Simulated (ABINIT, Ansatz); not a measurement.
This is a calculation of HfN for Ansatz 0.2.0. Atoms were shifted at random by some hundredths of an Å from the given cell, which wasn't relaxed again for these runs. The cell comes from a database or a generator and needn't be the stable form of this composition.

input.yaml

```yaml
crystal:
  lattice:
    - [2.82503, 0.0, 0.0]
    - [0.0, 2.82503, 0.0]
    - [0.0, 0.0, 2.82503]
  atoms:
    - { symbol: Hf, position: [0.505414, 0.496146, 0.495352] }
    - { symbol: "N", position: [-0.014175, 0.008048, -0.017044] }
hamiltonian:
  xc: pbe
  pseudopotentials: { kind: paw }
kpoints:
  mp_grid: { grid: [9, 9, 9] }
scf:
  occupations: { method: fermi_dirac, width: 0.05 }
output:
  forces: true
  stress: true
  eigenvalues: true
```

Potentials or basis: Ansatz PAW.

Run with:

```bash
$ ansatz run input.yaml --threads 1 --pin off --max-ram 3584MiB --backend cpu --events-out ev --progress --plain --runs-dir out
```

Q: Translate it to ABINIT 10.8.3 (patched build). Potentials or basis there: JTH PAW PBE v2.0, cutoff 707 eV.

A: As run (cutoffs and basis follow the program's own potentials, and thresholds, step limits or extra output files can differ):

run.abi

```
# Pseudopotentials
pp_dirpath "./"
pseudos "Hf.GGA_PBE-JTH.xml, N.GGA_PBE-JTH.xml"

# Structure
acell 3*1.0 Angstrom
rprim
     2.8250300000     0.0000000000     0.0000000000
     0.0000000000     2.8250300000     0.0000000000
     0.0000000000     0.0000000000     2.8250300000
ntypat 2
znucl 72 7
natom 2
typat 1 2
xred
     0.5054140000     0.4961460000     0.4953520000
    -0.0141750000     0.0080480000    -0.0170440000
chkprim 0
chksymtnons 0
tolsym 1.0e-6

# Plane-wave basis
ecut 26.0
pawecutdg 48.0
pawxcdev 0

# k points
kptopt 1
ngkpt 9 9 9
nshiftk 1
shiftk 0.0 0.0 0.0

# Exchange and correlation
ixc 11

# Bands and occupations
nband 13
occopt 3
tsmear 0.00183747

# SCF cycle
nstep 100
tolvrs 1.0e-9

# Output
iomode 3
prtwf 0
prteig 0
prtebands 0
enunit 1
prtden 1
prtvha 1
prtvclmb 1
prtpot 1
```

Potentials or basis: JTH PAW PBE v2.0.

Launch:

```sh
$ abinit run.abi > log 2>&1
```

Both were run:

|  | Ansatz | ABINIT |
| --- | --- | --- |
| Pressure | 0.6 GPa | -1.5 GPa |
| Largest force | 0.212 eV/Å | 0.212 eV/Å |
| Energy over the undisturbed cell | 3.9 meV/atom | 3.8 meV/atom |

Ansatz's pressure holds a Pulay term of +0.40 GPa for its cutoff of 420 eV, which the other run lacks.

The potentials hold 31 and 17 valence electrons a cell.

Where Ansatz's input types no cutoff or centring, it takes its own default and a Γ-centred mesh.

Pressure is positive in compression.
